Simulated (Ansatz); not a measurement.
## Nudged elastic band run: Al16BH3

Input file:

```yaml
crystal:
  lattice:
    - [8.1, 0.0, 0.0]
    - [0.0, 5.727565, 0.0]
    - [0.0, 0.0, 17.295674]
  atoms:
    - { symbol: Al, position: [0.25, 0.25, 0.0578179] }
    - { symbol: Al, position: [0.75, 0.25, 0.0578179] }
    - { symbol: Al, position: [0.25, 0.75, 0.0578179] }
    - { symbol: Al, position: [0.75, 0.75, 0.0578179] }
    - { symbol: Al, position: [-0.00031941, 0.00057274, 0.13126853] }
    - { symbol: Al, position: [0.49997224, 0.00307446, 0.12825599] }
    - { symbol: Al, position: [-6.399e-05, 0.49953615, 0.13010213] }
    - { symbol: Al, position: [0.49990046, 0.496431, 0.13051534] }
    - { symbol: Al, position: [0.24614297, 0.2522075, 0.21157037] }
    - { symbol: Al, position: [0.75270392, 0.25179015, 0.21171675] }
    - { symbol: Al, position: [0.24999164, 0.75136833, 0.21566838] }
    - { symbol: Al, position: [0.74842711, 0.75095151, 0.21601075] }
    - { symbol: Al, position: [-0.00068257, 0.00213648, 0.28762692] }
    - { symbol: Al, position: [0.49873456, 0.01108173, 0.28412717] }
    - { symbol: Al, position: [-0.00076989, 0.50074868, 0.28703053] }
    - { symbol: Al, position: [0.49870785, 0.50186217, 0.28699872] }
    - { symbol: B, position: [0.50275078, 0.26105265, 0.38500807] }
    - { symbol: H, position: [0.63590007, 0.29371296, 0.41505659] }
    - { symbol: H, position: [0.38114579, 0.34244736, 0.41622357] }
    - { symbol: H, position: [0.47431899, 0.04401812, 0.38987606] }
basis:
  ecutwfc: 420.0
kpoints:
  mp_grid: { grid: [2, 3, 1] }
hamiltonian:
  xc: pbesol
  pseudopotentials: { kind: paw, azcp: { folder: soft_1 } }
scf:
  occupations: { method: gaussian, width: 0.15 }
  lower_state_search: "off"
neb:
  images: 5
  f_tol: 0.03
  initial_path: idpp
  max_iterations: 58
  constraints: [{ sites: [0, 1, 2, 3] }]
  final_atoms:
    - { symbol: Al, position: [0.25, 0.25, 0.05781793] }
    - { symbol: Al, position: [0.75, 0.25, 0.05781793] }
    - { symbol: Al, position: [0.25, 0.74999999, 0.05781793] }
    - { symbol: Al, position: [0.75, 0.74999999, 0.05781793] }
    - { symbol: Al, position: [0.00249231, 0.00200266, 0.13168589] }
    - { symbol: Al, position: [0.49999658, -8.854e-05, 0.12593662] }
    - { symbol: Al, position: [-0.00048573, 0.50052215, 0.13093476] }
    - { symbol: Al, position: [0.50006493, 0.50249618, 0.12848896] }
    - { symbol: Al, position: [0.26032688, 0.25114454, 0.22102759] }
    - { symbol: Al, position: [0.74836573, 0.25477952, 0.21351139] }
    - { symbol: Al, position: [0.24511288, 0.748821, 0.20989988] }
    - { symbol: Al, position: [0.75714635, 0.75492366, 0.21001838] }
    - { symbol: Al, position: [-0.00252381, 0.00065939, 0.28760368] }
    - { symbol: Al, position: [0.50326033, -0.01163543, 0.28228575] }
    - { symbol: Al, position: [-0.0031709, 0.50516478, 0.28728904] }
    - { symbol: Al, position: [0.50564445, 0.53489812, 0.28717834] }
    - { symbol: B, position: [0.3767143, 0.26328488, 0.34080672] }
    - { symbol: H, position: [0.52473666, 0.77038636, 0.35168882] }
    - { symbol: H, position: [0.26703288, 0.27019543, 0.38789762] }
    - { symbol: H, position: [0.50357104, 0.17745119, 0.3715399] }
  order_check: true
```

Run as:

```bash
$ ansatz run input.yaml --threads 1 --pin off --max-ram 3072MiB --backend cpu --events-out ev --progress --plain --runs-dir out
```

Output, in part (warnings, iteration lines):

```
NEB end point (image 0): max|allowed force component| = 5.781e-3 eV/Å (the criterion of neb.relax_end_points is 1.000e-2)
NEB end point (image 6): max|allowed force component| = 1.743e-2 eV/Å (the criterion of neb.relax_end_points is 1.000e-2)
NEB iter   1: max|band force component| = 2.388e0 eV/Å  barrier→ = 2.1140 eV  barrier← = 1.4905 eV  Δτ_max = 0.2000 Å  (73 SCF iters)
NEB iter   2: max|band force component| = 1.761e0 eV/Å  barrier→ = 1.5231 eV  barrier← = 0.8996 eV  Δτ_max = 0.2000 Å  (40 SCF iters)
NEB iter   3: max|band force component| = 3.606e0 eV/Å  barrier→ = 1.5175 eV  barrier← = 0.8940 eV  Δτ_max = 0.1014 Å  (39 SCF iters)
NEB iter   4: max|band force component| = 9.509e-1 eV/Å  barrier→ = 1.3867 eV  barrier← = 0.7632 eV  Δτ_max = 0.2000 Å  (37 SCF iters)
NEB iter   5: max|band force component| = 6.880e-1 eV/Å  barrier→ = 1.3355 eV  barrier← = 0.7120 eV  Δτ_max = 0.2000 Å  (35 SCF iters)
NEB iter   6: max|band force component| = 5.254e-1 eV/Å  barrier→ = 1.3266 eV  barrier← = 0.7031 eV  Δτ_max = 0.1971 Å  (34 SCF iters)
NEB iter   7: max|band force component| = 3.672e-1 eV/Å  barrier→ = 1.3186 eV  barrier← = 0.6951 eV  CI = image 4  Δτ_max = 0.1426 Å  (35 SCF iters)
NEB iter   8: max|band force component| = 7.585e-2 eV/Å  barrier→ = 1.3149 eV  barrier← = 0.6915 eV  CI = image 4  Δτ_max = 0.1962 Å  (33 SCF iters)
NEB iter   9: max|band force component| = 7.462e-2 eV/Å  barrier→ = 1.3132 eV  barrier← = 0.6897 eV  CI = image 4  Δτ_max = 0.1980 Å  (33 SCF iters)
NEB iter  10: max|band force component| = 1.046e-1 eV/Å  barrier→ = 1.3116 eV  barrier← = 0.6881 eV  CI = image 4  Δτ_max = 0.0995 Å  (32 SCF iters)
NEB iter  11: max|band force component| = 1.088e-1 eV/Å  barrier→ = 1.3093 eV  barrier← = 0.6859 eV  CI = image 4  Δτ_max = 0.0499 Å  (34 SCF iters)
NEB iter  12: max|band force component| = 8.088e-2 eV/Å  barrier→ = 1.3077 eV  barrier← = 0.6842 eV  CI = image 4  Δτ_max = 0.0499 Å  (31 SCF iters)
NEB iter  13: max|band force component| = 7.134e-2 eV/Å  barrier→ = 1.3062 eV  barrier← = 0.6827 eV  CI = image 4  Δτ_max = 0.0995 Å  (29 SCF iters)
NEB iter  14: max|band force component| = 5.460e-2 eV/Å  barrier→ = 1.3049 eV  barrier← = 0.6814 eV  CI = image 4  Δτ_max = 0.1502 Å  (30 SCF iters)
NEB iter  15: max|band force component| = 4.339e-2 eV/Å  barrier→ = 1.3037 eV  barrier← = 0.6803 eV  CI = image 4  Δτ_max = 0.0525 Å  (30 SCF iters)
NEB iter  16: max|band force component| = 2.187e-2 eV/Å  barrier→ = 1.3029 eV  barrier← = 0.6795 eV  CI = image 4  Δτ_max = 0.0559 Å  (27 SCF iters)
NEB iter  17: max|band force component| = 3.875e-2 eV/Å  barrier→ = 1.3021 eV  barrier← = 0.6786 eV  CI = image 4  Δτ_max = 0.1159 Å  (7 SCF iters)
NEB iter  18: max|band force component| = 3.734e-2 eV/Å  barrier→ = 1.3014 eV  barrier← = 0.6780 eV  CI = image 4  Δτ_max = 0.0317 Å  (30 SCF iters)
NEB iter  19: max|band force component| = 2.143e-2 eV/Å  barrier→ = 1.3010 eV  barrier← = 0.6775 eV  CI = image 4  CI's point: of a kind that is not told: the force calls were inconclusive, a negative curvature could not be distinguished from the path's own, the only one lies far off the path, or fixed occupations may fill a level only in part  Δτ_max = 0.0000 Å  (319 SCF iters)
```

The forces met the threshold. The band force fell under the threshold earlier too, but the program's further tests of the path sent the band on. Beside the main top the profile has a ripple of under 15 meV (maxima at images 1, 4), which may be a very shallow well or noise. By the program's own check the climbing image is of a kind that is not told: the force calls were inconclusive, a negative curvature could not be distinguished from the path's own, the only one lies far off the path, or fixed occupations may fill a level only in part (lowest curvatures found: -4.31 and 0.03 eV/Å²). Limits of this set-up: coarse k mesh, thin slab, slab without dipole correction, PAW files made for another functional.

Final band (atoms are numbered from 1 in the order of the input):

```tsv
image	path coordinate (Å)	energy (eV)	B17–H18 (Å)	Al9–B17 (Å)	Al14–H18 (Å)
0	0.00	0.00	1.21	3.65	3.00
1	1.17	0.01	1.22	3.61	3.18
2	2.35	0.00	1.27	3.63	3.18
3	3.52	0.13	1.28	3.21	3.21
4	4.70	1.30	2.04	2.40	2.48
5	5.45	0.69	2.84	2.28	1.79
6	6.21	0.62	3.07	2.28	1.74
```

Run time: 13 min on 1 thread of Intel(R) Xeon(R) 6975P-C (Granite Rapids) (shared host), peak memory 1.1 GiB.
